## Counting valences

Each of the three valences in a III–V compound gains roughly 1 eV times the squared electronegativity difference of its two atoms. Each nitrogen atom costs about 2.4 eV, its share of the extra strength that the triple bond of N₂ has over three single bonds. A third effect matters too: pairing small atoms with small ones and large with large can be worth more than 1 eV per four atoms. Together these effects account for the main features of the table, though the third is known only in direction.

III–V compounds in the zincblende structure (F-43m), relaxed with symmetry kept: Ansatz 0.2.0, plane-wave PAW, scalar-relativistic r2SCAN, no spin polarisation, cutoff 500 eV, Gaussian smearing. Energies over elements are taken at zero smearing, relative to the elements' standard states in the same functional. A positive Bader charge means electrons lost.

| formula | element on site A | Z A | element on site B | Z B | difference of Pauling electronegativities | volume per atom (Å³) | shortest distance (Å) | k mesh | smearing width | energy over elements (eV/atom) | Bader charge, site A (e) |
| --- | --- | --- | --- | --- | --- | --- | --- | --- | --- | --- | --- |
| BN | B | 5 | N | 7 | 1 | 5.88 | 1.563 | 12×12×12 | 0.02 eV | -1.320 | 2.26 |
| BP | B | 5 | P | 15 | 0.15 | 11.67 | 1.964 | 10×10×10 | 0.02 eV | -0.484 | 0.64 |
| BAs | B | 5 | As | 33 | 0.14 | 13.68 | 2.071 | 10×10×10 | 0.02 eV | -0.102 | 0.21 |
| AlN | Al | 13 | N | 7 | 1.43 | 10.43 | 1.892 | 10×10×10 | 0.02 eV | -1.607 | 2.48 |
| GaN | Ga | 31 | N | 7 | 1.23 | 11.37 | 1.948 | 10×10×10 | 0.02 eV | -0.647 | 1.64 |
| GaP | Ga | 31 | P | 15 | 0.38 | 20.24 | 2.360 | 8×8×8 | 0.02 eV | -0.525 | 0.91 |
| GaAs | Ga | 31 | As | 33 | 0.37 | 22.74 | 2.454 | 8×8×8 | 0.02 eV | -0.452 | 0.76 |
| GaSb | Ga | 31 | Sb | 51 | 0.24 | 28.82 | 2.655 | 10×10×10 | 0.02 eV | -0.236 | 0.37 |
| InP | In | 49 | P | 15 | 0.41 | 25.77 | 2.558 | 8×8×8 | 0.02 eV | -0.378 | 0.97 |
| InAs | In | 49 | As | 33 | 0.4 | 28.49 | 2.645 | 10×10×10 | 0.01 eV | -0.388 | 0.84 |
| InSb | In | 49 | Sb | 51 | 0.27 | 35.21 | 2.838 | 16×16×16 | 0.15 eV | -0.249 | n/a |

The energy over elements, $E$, compares a compound with its pure elements at zero temperature. The more negative it is, the more energy the compound releases when it forms. With $\Delta\chi$ for the difference of Pauling electronegativities and $n_\mathrm{N}$ for the number of nitrogen atoms in the formula, the first two sums read

$$E \approx -\tfrac12\left[3(\Delta\chi)^2 - 2.4\,n_\mathrm{N}\right]\ \text{eV/atom}.$$

The factor one half shares the energy between the two atoms. The first term is Pauling's rule: a bond between unlike atoms is stronger than the average of the two like-atom bonds, because charge moves to the atom that holds it better. The second term is needed because the triple bond of N₂ is much stronger than three single N–N bonds. Its 2.4 eV is a rough recalled value.

## One estimate in full: GaN

For GaN, $\Delta\chi = 1.23$, so the three valences gain $3 \times 1.23^2 = 4.54$ eV. Subtracting 2.4 eV for nitrogen leaves 2.14 eV, or 1.07 eV per atom. The r2SCAN calculation gives 0.647 eV per atom, so the estimate has the right order of magnitude but is too generous. No constant was adjusted to this row or any other.

The estimate rightly puts AlN first. For the gallium and indium compounds without nitrogen it recovers roughly a third to two thirds of the computed energy. It fails worst for BN, where it misses about 1 eV per atom, and it misses nearly all of the energy of BP. One likely reason is that the rule counts only three bonds per formula, whereas in the crystal the lone pair of the group-V atom forms a fourth. The rule also assumes ordinary single bonds in the elements. Solid boron is bound more strongly than that, but this alone should make the estimate too large, not too small. Pauling's electronegativities were themselves derived from bond energies, so even the successes are a consistency test and not independent proof.

## Why GaN gains so little over GaP

GaN has three times the electronegativity difference of GaP, yet it lies only 0.12 eV per atom lower. The electronegativity term alone would set them about 2 eV apart. The nitrogen term takes back 1.2 eV of that, which is more than half of the discrepancy. The simple rule doesn't account for the rest.

The Ga–N bonds need not be weak, then. Much of what they gain is spent on breaking N₂. On heating, the entropy of N₂ gas, which these zero-temperature energies leave out, favours decomposition further. A nitride in a hot reactor is therefore less secure than its place in the table suggests.

## Why AlN lies far below GaN

Both compounds pay the same price for nitrogen, and their bond lengths differ by only 3%. Their polarity differs more: the Bader charge is 2.48 e on aluminium and 1.64 e on gallium. Gallium holds its outer electrons more tightly because its filled 3d shell screens the nucleus poorly. The estimate puts AlN 0.80 eV per atom below GaN, close to the computed 0.96 eV.

Both nitrides prefer the related wurtzite structure, so these rows describe metastable forms. The energy between the two structures is known to be small compared with the gap discussed here.

## Swapping partners

BN is the row that calls for the third effect. Its electronegativity difference is smaller than that of GaN, yet its energy is twice as large. N₂ enters both compounds equally. Solid boron is bound much more strongly than solid gallium, which should make BN the weaker of the two.

A swap of partners removes the elements from the comparison altogether:

$$\mathrm{BN + GaP \rightarrow BP + GaN}.$$

The same four elements stand on both sides, so their reference energies cancel. With two atoms per formula, the swap costs $2(-0.484 - 0.647 + 1.320 + 0.525) = 1.43$ eV per four atoms. The total energies of the crystals give the same result.

Electronegativity predicts the reverse, a gain of 1.17 eV, because it would give nitrogen to the less electronegative gallium. The calculation gives nitrogen to boron, the smaller atom.

The same preference appears wherever the table allows a test. Three further swaps of neighbouring elements, printed after this text, also cost energy when the smaller cation loses the smaller anion. Every other swap that can be formed from these rows is a sum of these four. The two swaps between gallium and indium cost only about 0.16 eV per four atoms and even their sign is uncertain, since the atomic datasets may differ between rows and InSb was run with wider smearing.

## Why like sizes belong together

Atomic sizes nearly add up to bond lengths. In the first swap the two bond lengths sum to 3.92 Å before and 3.91 Å after, so the total length hardly changes. What changes is how it is shared: one very short and one long bond become two middling ones.

Salts show why this matters. Lithium fluoride and caesium iodide together are more stable than lithium iodide and caesium fluoride, although caesium and fluorine differ most in electronegativity. Take ions of radius 1 and 2 whose attraction goes as one over the distance. Matched pairs give $1/2 + 1/4 = 0.75$, while crossed pairs give $1/3 + 1/3 = 0.67$. The very short bond gains more than the long one loses.

The analogy holds for the direction of the effect, not for its size. III–V bonds are partly covalent, and their charges change from row to row. Orbital overlap also fades ever more slowly with distance, however, so the same argument should apply. The compact 2p orbitals of boron and nitrogen probably add to it by matching well, but the table has no column that separates the two contributions.

The bond lengths fit this picture. The sum of inverse bond lengths falls about four times as much in the first swap as in the swap of BP and GaAs, and the energy cost is a little over twice as large. Against the swap of GaP and InAs the factors are about twelve and nine, though that small cost is uncertain. The match is only rough: the swap of GaAs and InSb lowers the sum by about half as much again as that of GaP and InAs, yet costs no more. The idea is plausible but not proved.

## Why BAs is the weakest

BP and BAs have almost the same electronegativity difference, so the simple rule makes them equal. In fact the change from phosphorus to arsenic costs 0.38 eV per atom with boron but only 0.07 eV with gallium. The elements phosphorus and arsenic enter both changes in the same way, so the difference lies in the bonds of the compounds and not in the elements.

In both cases the bond grows by about 0.1 Å. Boron loses more, as the size argument suggests, because its bonds start out shorter. Some of the loss may also come from reduced polarity: the Bader charge on boron falls from 0.64 to 0.21 e. That charge is a weak witness, since another way of dividing the electrons, by atomic orbitals, makes boron negative in BAs.

## Gallium against indium

With phosphorus, gallium leads indium by $0.525 - 0.378 = 0.147$ eV per atom. With arsenic the lead shrinks to 0.064 eV, and with antimony it is gone. This looks like the size preference again: the larger the anion, the less is gained by giving it the smaller cation. The evidence is weak, though, because it rests on the same rows as the two uncertain swaps.

InP and InAs lie within about 0.01 eV per atom of each other, and so do GaSb and InSb. In this table they are best read as ties. Measured heats of formation usually make InP more stable than InAs, but the size of that lead depends on which form of phosphorus serves as the reference. The tie may therefore be real or an error of the calculation.

## Reading a neighbouring case

To place a compound of this family, start with the squared electronegativity difference and subtract the price of N₂ if it is a nitride. Then ask whether the two atoms match in size. BAs has a small difference and a poor match, and it comes last in the table. BN has a good match, which helps to make it far more stable than its estimate.

Numerical output:

```
Energies over the elements in eV/atom:
   row  computed  electronegativity term alone  with N2 term  estimate less computed
    BN     -1.32                          -1.5          -0.3                    1.02
    BP    -0.484                      -0.03375      -0.03375                  0.4502
   BAs    -0.102                       -0.0294       -0.0294                  0.0726
   AlN    -1.607                        -3.067        -1.867                 -0.2603
   GaN    -0.647                        -2.269        -1.069                 -0.4223
   GaP    -0.525                       -0.2166       -0.2166                  0.3084
  GaAs    -0.452                       -0.2053       -0.2053                  0.2467
  GaSb    -0.236                       -0.0864       -0.0864                  0.1496
   InP    -0.378                       -0.2521       -0.2521                  0.1259
  InAs    -0.388                         -0.24         -0.24                   0.148
  InSb    -0.249                       -0.1094       -0.1094                  0.1396
GaN less GaP, energy over elements, eV/atom: -0.122
BN less GaN, energy over elements, eV/atom: -0.673
AlN less GaN, energy over elements, eV/atom: -0.96
AlN less GaN, Bader charge of the cation, e: 0.84
BAs less BP, energy over elements, eV/atom: 0.382
GaAs less GaP, energy over elements, eV/atom: 0.073
InAs less InP, energy over elements, eV/atom: -0.01
InSb less GaSb, energy over elements, eV/atom: -0.013
Swap BN + GaP to BP + GaN, computed, eV per four atoms: 1.428
Swap BP + GaAs to BAs + GaP, computed, eV per four atoms: 0.618
Swap GaP + InAs to GaAs + InP, computed, eV per four atoms: 0.166
Swap GaAs + InSb to GaSb + InAs, computed, eV per four atoms: 0.154
Swap BN + GaP to BP + GaN, electronegativity estimate, eV per four atoms: -1.173
Swap BP + GaAs to BAs + GaP, electronegativity estimate, eV per four atoms: -0.0138
Swap GaP + InAs to GaAs + InP, electronegativity estimate, eV per four atoms: -0.0018
Swap GaAs + InSb to GaSb + InAs, electronegativity estimate, eV per four atoms: -0.0234
Swap BN + GaP to BP + GaN, change of summed bond length, Å: -0.011
Swap BP + GaAs to BAs + GaP, change of summed bond length, Å: 0.013
Swap GaP + InAs to GaAs + InP, change of summed bond length, Å: 0.007
Swap GaAs + InSb to GaSb + InAs, change of summed bond length, Å: 0.008
Swap BN + GaP to BP + GaN, change of summed inverse bond length, 1/Å: -0.04101
Swap GaP + InAs to GaAs + InP, change of summed inverse bond length, 1/Å: -0.003372
Swap BN + GaP to BP + GaN from total energies, eV per four atoms: 1.429
Swap GaP + InAs to GaAs + InP from total energies, eV per four atoms: 0.1693
```
